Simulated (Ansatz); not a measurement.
BeO (wurtzite, space group No. 186), the program Ansatz at the PBEsol level (PAW). The conduction-band minimum lies at Γ, with 1 equivalent valley. Second derivatives d²E/dk² of the lowest band at one valley (eV·Å²), along Cartesian directions:

```tsv
direction	d²E/dk²
[100]	12.44
[010]	12.44
[001]	14.14
[110]	12.44
[101]	13.29
[011]	13.29
```

Task: Find the principal effective masses, the density-of-states mass and the conductivity mass.

Result: Off-diagonal terms follow from H_xy = H[110] − (H_xx + H_yy)/2, and m*/mₑ = 7.620 eV·Å² over each eigenvalue: 0.54, 0.61, 0.61. One valley's DOS mass (m₁m₂m₃)^(1/3) = 0.59, conductivity mass 3/(Σ 1/mᵢ) = 0.59 mₑ.

Task: What effective density of states Nc follows at 300 K for parabolic valleys?

Result: Nc = 2.509e19 × 1 × (0.59)^(3/2) ≈ 1.1e19 cm⁻³.

Task: With the computed static dielectric constant 7.09 (mean of the diagonal), estimate a hydrogenic donor's binding energy and radius.

Result: E = 13.606 eV × 0.59/7.09² ≈ 160 meV; a = 0.529 Å × ε/m* ≈ 6.4 Å. Semilocal masses tend to be too small when the gap is underestimated.

Space group P6_3mc (wurtzite). Symmetry was held in the PBEsol relaxation.

Potentials: the earlier of the program's two PAW sets. The files were generated under PBE; for other functionals the program regenerates the frozen cores, and for LDA and PBEsol the local potential too.
